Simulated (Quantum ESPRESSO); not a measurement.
AlN: zone-centre phonons and dielectric response under several settings

```
Al N
1.0
     3.11300    0.00000    0.00000
    -1.55650    2.69594    0.00000
     0.00000    0.00000    4.98100
Al N
2 2
Direct
  0.66667 0.33333 0.50000
  0.33333 0.66667 0.00000
  0.66667 0.33333 0.88000
  0.33333 0.66667 0.38000
```

All runs used Quantum ESPRESSO 7.5; potentials PseudoDojo 0.4.1 SR PBE standard; k mesh 6 × 6 × 4, shifted; no spin polarisation; cutoff 1143 eV; occupations smeared at first, fixed for the response.

```csv
level,geometry,volume (Å³/atom),pressure (GPa),highest optical mode without the field (cm⁻¹),highest mode with the field (cm⁻¹),ε∞ (mean),ε0 (mean)
rev-vdW-DF2,relaxed cell,?,0.0,?,?,?,?
rev-vdW-DF2,"given cell, atoms relaxed",10.45,3.1,726,882,4.47,8.4
```

Task: What stands in the row left open?

Result: Volume 10.61 Å³/atom; highest optical mode without the field 713 cm⁻¹; highest mode with the field 868 cm⁻¹; ε∞ 4.51; ε0 8.6.

Caveats: the potentials were made for another functional, which shifts forces and pressure; the cell is more than 3 GPa from zero pressure, which shifts response properties (some runs).

For the row left open. Caveat: the potentials were made for another functional, which shifts forces and pressure.
